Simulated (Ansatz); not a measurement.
Crystal: Ge.

```
Ge
1.0
     1.39715   -2.60052    0.00000
     1.39715    2.60052    0.00000
     0.00000    0.00000    2.69823
Ge
1
Direct
  0.50000 0.50000 0.00000
```

This isn't the form of Ge at room conditions, which is diamond.

| Item | Value |
| --- | --- |
| Program | Ansatz 0.2.0 |
| Task | relaxation of cell and atoms |
| Functional | PBE |
| Dispersion | D3(BJ) |
| Potentials or basis | Ansatz PAW |
| Cutoff | 420 eV (not typed: the program's choice for these potentials) |
| k mesh | 11 × 11 × 10 |
| Occupations | fermi-dirac, width 0.05 eV |
| Spin | no spin polarisation |

At the start: volume 19.61 Å³/atom.

Problem. Where does the relaxation end?

Solution. It ends after 8 steps and the volume is 18.56 Å³/atom (-5.3 %); space group P6/mmm (No. 191, to 0.05 Å).

Step by step:
```
step  energy change (eV)  largest force (eV/Å)  volume (Å³)
   1              0.0000                0.0000        19.61
   2             -0.0149                0.0000        18.19
   3             -0.0166                0.0000        18.57
   4             -0.0167                0.0000        18.57
   5             -0.0169                0.0000        18.56
   6             -0.0169                0.0000        18.57
   7             -0.0169                0.0000        18.56
   8             -0.0167                0.0000        18.56
```

Final structure:
```xyz
1
Lattice="1.4060 -2.4635 0.0000 1.4060 2.4635 0.0000 0.0000 0.0000 2.6799" Properties=species:S:1:pos:R:3 pbc="T T T"
Ge    1.4060    0.0000    0.0000
```

Caveat: the plane-wave basis is chosen anew once the cell has moved, so the energies of steps on either side of that aren't comparable; pairwise dispersion overbinds metals, which lowers pressure and volume.
